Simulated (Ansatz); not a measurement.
## Ideal shear of a crystal plane in HfO$_{2}$

The calculation used Ansatz, DFT PBE, scalar-relativistic, plane waves, PAW. The runs took a 420 eV cutoff, a Γ-centred 6×6×2 mesh and Gaussian smearing (0.05 eV). Spin–orbit coupling is left out, which can shift energies with elements as heavy as these. No spin polarisation. Energies are free energies at this smearing, counted from the undisturbed cell; pressure is positive in compression.

The undisturbed cell (relaxed at this level; this form isn't the usual structure):

```
CELL_PARAMETERS angstrom
-3.60430 0.00000 0.00000
0.00000 -3.60430 0.00000
0.00000 0.00000 10.52793
ATOMIC_POSITIONS crystal
Hf 0.50000 0.50000 0.20170
Hf 0.50000 0.50000 0.70170
Hf 0.00000 0.00000 0.45170
Hf 0.00000 0.00000 0.95170
O 0.00000 0.50000 0.29833
O 0.00000 0.50000 0.79833
O 0.50000 0.00000 0.35507
O 0.50000 0.00000 0.85507
O 0.50000 0.00000 0.10507
O 0.50000 0.00000 0.60507
O 0.00000 0.50000 0.04833
O 0.00000 0.50000 0.54833
```

The cut lies on the cell's a–b face, a (0 0 1) plane (indices in the standard cell, whose axes needn't be the Cartesian ones shown) of area 12.99 Å², between layers 1.02 Å apart. Vector c is tilted by f times 1·a − 1·b (length 5.097 Å) with the atoms' Cartesian places fixed: one unrelaxed fault a cell. The traction is dγ/du, the slope of γ against the slip u in Å. Some rows repeat others by symmetry and weren't run.

| f | γ (mJ/m²) | traction (GPa) |
| --- | --- | --- |
| 0.0000 | 0 | 0.0 |
| 0.0833 | 679 | 32.9 |
| 0.1667 | 2680 | 55.7 |
| 0.2500 | 4696 | 31.7 |
| 0.3333 | 5247 | -0.5 |
| 0.4167 | 5265 | 5.8 |
| 0.5000 | 5546 | 0.0 |
| 0.5833 | 5265 | -5.8 |
| 0.6667 | 5247 | 0.5 |
| 0.7500 | 4696 | -31.7 |
| 0.8333 | 2680 | -55.7 |
| 0.9167 | 679 | -32.9 |

Question: Read off the first barrier and the stress needed to climb it, and compare with Frenkel's sinusoid.

Answer: Among the sampled points the traction first falls to zero at f = 0.333, a slip of 1.70 Å, with γ ≈ 5247 mJ/m², which stands in for the unstable fault energy γ_us, and the steepest sampled slope before it is 55.7 GPa. A sinusoid γ = γ_us sin²(πu/λ) with its maximum there has λ = 3.40 Å and a largest slope πγ_us/λ = 48.5 GPa (1 mJ/m² per Å = 0.01 GPa). The stand-in is too high: the stress and forces give a traction of 95.3 GPa across the line at this point, so it is no saddle, and slip that bends off the line crosses lower.

Question: Is there a metastable fault on this line?

Answer: At f = 0.333 the energy is stationary and rises again beyond: a shelf, or a maximum and a very shallow minimum close together, which these points barely resolve. Further slip along the line climbs to 5546 mJ/m².

The cut is rigid; relaxing the faces lowers these energies and usually the stresses.

Cost: 7 runs of about 5.3 core-minutes in all, on Arm Neoverse V2 (shared hosts).